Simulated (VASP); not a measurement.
# C in VASP: a series of runs, part 2 of 2

VASP 6.6.1. The steps go on from the part before.

## (4) Relaxation of cell and atoms, LDA

The input, INCAR:

```
SYSTEM = C
PREC = Accurate ; ENCUT = 600
EDIFF = 1E-6 ; ISMEAR = 0
SIGMA = 0.03 ; LREAL = .FALSE.
LASPH = .TRUE. ; NELM = 80
ALGO = Normal ; ISIF = 3
LWAVE = .FALSE. ; LCHARG = .FALSE.
IBRION = 2 ; NSW = 90
EDIFFG = -0.01 ; LATTICE_CONSTRAINTS = .TRUE. .TRUE. .FALSE.
```

The input, KPOINTS:

```
Automatic mesh
0
G
  15 15 1
  0 0 0
```

The input, POSCAR:

```
C
1.0
    2.4672912600      0.0000000000      0.0000000000
   -1.2336456300      2.1367369100      0.0000000000
    0.0000000000      0.0000000000     18.0000000000
C
2
Direct
    0.0000000000      0.0000000000      0.5000000000
    0.6666666700      0.3333333400      0.5000000000
```

Potentials or basis: VASP PAW LDA potentials, release 64 (C).

Command:

```bash
$ cat potpaw_LDA.64/C/POTCAR > POTCAR
$ mpirun -np 1 vasp_std > vasp.out
```

OUTCAR:

```text
SYSTEM = C
   PREC = Accurate
   ENCUT = 600
   EDIFF = 1E-6
   ISMEAR = 0
   LREAL = .FALSE.
   LASPH = .TRUE.
   NELM = 80
   ISIF = 3
   IBRION = 2
   NSW = 90
   EDIFFG = -0.01

 ion  position               nearest neighbor table
   1  0.000  0.000  0.500-   2 1.42   2 1.42   2 1.42
   2  0.667  0.333  0.500-   1 1.42   1 1.42   1 1.42

  LATTYP: Found a hexagonal cell.
 ALAT       =     2.4672912600
 C/A-ratio  =     7.2954499908

  Lattice vectors:

 A1 = (   2.4672912600,   0.0000000000,   0.0000000000)
 A2 = (  -1.2336456300,   2.1367369100,   0.0000000000)
 A3 = (   0.0000000000,   0.0000000000,  18.0000000000)

Analysis of symmetry for initial positions (statically):
=====================================================================
 Subroutine PRICEL returns:
 Original cell was already a primitive cell.

 Routine SETGRP: Setting up the symmetry group for a
 hexagonal supercell.

 Subroutine GETGRP returns: Found 24 space group operations
 (whereof 12 operations were pure point group operations)
 out of a pool of 24 trial point group operations.

The static configuration has the point symmetry D_3h.
 The point group associated with its full space group is D_6h.

Analysis of symmetry for dynamics (positions and initial velocities):
=====================================================================
 Subroutine PRICEL returns:
 Original cell was already a primitive cell.

 Routine SETGRP: Setting up the symmetry group for a
 hexagonal supercell.

 Subroutine GETGRP returns: Found 24 space group operations
 (whereof 12 operations were pure point group operations)
 out of a pool of 24 trial point group operations.

The dynamic configuration has the point symmetry D_3h.
 The point group associated with its full space group is D_6h.
[... 125 lines left out ...]
   LHFCALC =     F    Hartree Fock is set to
   AEXX    =    0.0000 exact exchange contribution
   IVDW    =     0    specifies the selected vdW correction
   LEPSILON=     F    determine dielectric tensor
   LRPA    =     F    only Hartree local field effects (RPA)
 conjugate gradient relaxation of ions
 non-spin polarized calculation
 Gauss-broadening in eV      SIGMA  =   0.03
  energy-cutoff  :      600.00
  volume of cell :       94.90
 maximum number of plane-waves:      3225
 NGX is ok and might be reduce to    20
   NGX =  9   NGY =  9   NGZ = 71

--------------------------------------- Ionic step        1  -------------------------------------------

 number of electron       8.0000001 magnetization

 Free energy of the ion-electron system (eV)
  ---------------------------------------------------
  ext. energy  EPLUGINS =         0.00000000
  ---------------------------------------------------
  free energy    TOTEN  =       -20.17032369 eV

  energy without entropy =      -20.17002279  energy(sigma->0) =      -20.17017324

------------------------ aborting loop because EDIFF is reached ----------------------------------------

  FORCE on cell =-STRESS in cart. coord.  units (eV):
  Direction    XX          YY          ZZ          XY          YZ          ZX
  --------------------------------------------------------------------------------------
  -------------------------------------------------------------------------------------
  Total       -1.1901069     -1.1901069     -0.0426889     -0.0000000     -0.0000000      0.0000000
  in kB      -20.0933599    -20.0933599     -0.7207443     -0.0000000     -0.0000000      0.0000000
  external PRESSURE =     -13.6358213 kB  Pullay stress =       0.0000000 kB
[... 95 lines left out ...]
--------------------------------------- Ionic step        4  -------------------------------------------

 number of electron       8.0000001 magnetization

 Free energy of the ion-electron system (eV)
  ---------------------------------------------------
  ext. energy  EPLUGINS =         0.00000000
  ---------------------------------------------------
  free energy    TOTEN  =       -20.18073784 eV

  energy without entropy =      -20.18043694  energy(sigma->0) =      -20.18058739

 E-fermi :  -2.7599     XC(G=0):  -2.4649

 val. band max:       -2.7598538439   @ k =   0.3333   0.3333   0.0000
 cond. band min:      -2.7598535675   @ k =   0.3333   0.3333   0.0000
 fundamental gap:      0.0000002765
 Fermi energy:        -2.7598537057

 k-point     1 :       0.0000    0.0000    0.0000
  band No.  band energies     occupation
      1     -22.2546      2.00000
      2     -10.5654      2.00000
      3      -5.7901      2.00000
      4      -5.7901      2.00000
      5       0.5654      0.00000
      6       1.5388      0.00000
      7       1.9712      0.00000
      8       3.1307      0.00000
[... 243 lines left out ...]
 k-point    24 :       0.4000    0.2000    0.0000
  band No.  band energies     occupation
      1     -16.2767      2.00000
      2     -15.4677      2.00000
      3     -11.6727      2.00000
      4      -4.2875      2.00000
      5      -1.4643      0.00000
      6       8.3216      0.00000
      7       8.4620      0.00000
      8       9.2822      0.00000

 [... further k-points ...]
[... 5 lines left out ...]
  --------------------------------------------------------------------------------------
  -------------------------------------------------------------------------------------
  Total       -0.0036661     -0.0036661     -0.0396693      0.0000000      0.0000000      0.0000000
  in kB       -0.0629813     -0.0629813     -0.6814949      0.0000000      0.0000000      0.0000000
  external PRESSURE =      -0.2691525 kB  Pullay stress =       0.0000000 kB
[... 17 lines left out ...]
  FREE ENERGIE OF THE ION-ELECTRON SYSTEM (eV)
  ---------------------------------------------------
  free  energy   TOTEN  =       -20.1807378398 eV

  energy  without entropy=      -20.1804369387  energy(sigma->0) =      -20.18058739

 reached required accuracy - stopping structural energy minimisation
```

OSZICAR:

```text
N       E                     dE             d eps       ncg     rms          rms(c)
DAV:   1     0.614091487886E+02    0.61409E+02   -0.36169E+03   432   0.817E+02
DAV:   2    -0.167091981243E+02   -0.78118E+02   -0.66019E+02   600   0.142E+02
DAV:   3    -0.215618980126E+02   -0.48527E+01   -0.48136E+01   624   0.557E+01
[... 40 lines left out ...]
DAV:   8    -0.201807318739E+02   -0.27797E-05   -0.88654E-07   512   0.622E-03    0.191E-03
DAV:   9    -0.201807326062E+02   -0.73230E-06   -0.65187E-07   504   0.512E-03
   3 F= -.20180733E+02 E0= -.20180582E+02  d E =-.104089E-01
       N       E                     dE             d eps       ncg     rms          rms(c)
DAV:   1    -0.201807382676E+02   -0.63938E-05   -0.81241E-05   600   0.950E-02    0.612E-03
DAV:   2    -0.201807378398E+02    0.42788E-06   -0.73436E-07   624   0.796E-03
   4 F= -.20180738E+02 E0= -.20180587E+02  d E =-.104141E-01
```

Wall time 55 s (1 thread of Intel Xeon Platinum 8488C (Sapphire Rapids), shared host); peak memory 0.18 GiB.

Results:

| Item | Value |
| --- | --- |
| Free energy | -20.1807 eV |
| Relaxed volume | 46.63 Å³/atom |
| Relaxed cell | a = 2.446 Å, b = 2.446 Å, c = 18.000 Å, α = 90.00°, β = 90.00°, γ = 120.00° |
| Space group after relaxing (to 0.05 Å) | P6/mmm (No. 191) |
| Energy gained by relaxing | 5.2 meV/atom |
| Ionic steps | 4 |
| Band gap on the k mesh | none (metal or under the smearing width) |

Step by step:
| step | energy change (eV) | largest force (eV/Å) | pressure (GPa) | volume (Å³) |
| --- | --- | --- | --- | --- |
| 1 | 0.0000 | 0.0000 | -1.36 | 94.90 |
| 2 | 0.0498 | 0.0000 | 3.54 | 89.53 |
| 3 | -0.0104 | 0.0000 | -0.06 | 93.30 |
| 4 | -0.0104 | 0.0000 | -0.03 | 93.26 |

Final structure:
```xyz
2
Lattice="2.4460 0.0000 0.0000 -1.2230 2.1183 0.0000 0.0000 0.0000 18.0000" Properties=species:S:1:pos:R:3 pbc="T T T"
C     0.0000    0.0000    9.0000
C     1.2230    0.7061    9.0000
```

Levels at points of the mesh, in eV from the Fermi level:
```csv
k point,band 1,band 2,band 3,band 4,band 5,band 6,band 7,band 8
"(0.00, 0.00, 0.00)",-19.49,-7.81,-3.03,-3.03,3.33,4.30,4.73,5.89
```

## (5) Relaxation of cell and atoms, LDA

This run uses another cell than the first one, of 46.63 Å³/atom, 0.983 times its volume.

The input, INCAR:

```
SYSTEM = C
PREC = Accurate ; ENCUT = 600
EDIFF = 1E-7 ; ISMEAR = 0
SIGMA = 0.03 ; LREAL = .FALSE.
LASPH = .TRUE. ; NELM = 80
ALGO = Normal ; ISIF = 3
LWAVE = .FALSE. ; LCHARG = .FALSE.
IBRION = 2 ; NSW = 90
EDIFFG = -0.005 ; LATTICE_CONSTRAINTS = .TRUE. .TRUE. .FALSE.
```

KPOINTS is that of step 4.

The input, POSCAR:

```
C                                       
1.0
    2.4459607823     -0.0000000000      0.0000000000
   -1.2229803911      2.1182641744      0.0000000000
    0.0000000000      0.0000000000     18.0000000000
  C             
     2
Direct
     0.0000000000000000    0.0000000000000000    0.5000000000000000
     0.6666666699999979    0.3333333400000029    0.5000000000000000
```

Command:

```bash
$ cat potpaw_LDA.64/C/POTCAR > POTCAR
$ mpirun -np 1 vasp_std > vasp.out
```

It took 25 s on 1 thread of Intel Xeon Platinum 8488C (Sapphire Rapids), shared host; peak memory 0.18 GiB.

Results (log left out):

| Quantity | Value |
| --- | --- |
| Free energy | -20.1794 eV |
| Band gap on the k mesh | none (metal or under the smearing width) |

Final structure:
```cif
data_structure
_symmetry_space_group_name_H-M 'P 1'
_symmetry_Int_Tables_number 1
_cell_length_a 2.4460
_cell_length_b 2.4460
_cell_length_c 18.0000
_cell_angle_alpha 90.000
_cell_angle_beta 90.000
_cell_angle_gamma 120.000
_cell_volume 93.26
loop_
_atom_site_label
_atom_site_type_symbol
_atom_site_fract_x
_atom_site_fract_y
_atom_site_fract_z
_atom_site_occupancy
C1 C 0.00000 0.00000 0.50000 1
C2 C 0.66667 0.33333 0.50000 1
```

Levels at points of the mesh, in eV from the Fermi level:
| k point | band 2 | band 3 | band 4 | band 5 | band 6 | band 7 |
| --- | --- | --- | --- | --- | --- | --- |
| (0.00, 0.00, 0.00) | -7.81 | -3.03 | -3.03 | 3.33 | 4.32 | 4.71 |

Caveat: the relaxation stopped at its first step, so nothing moved.
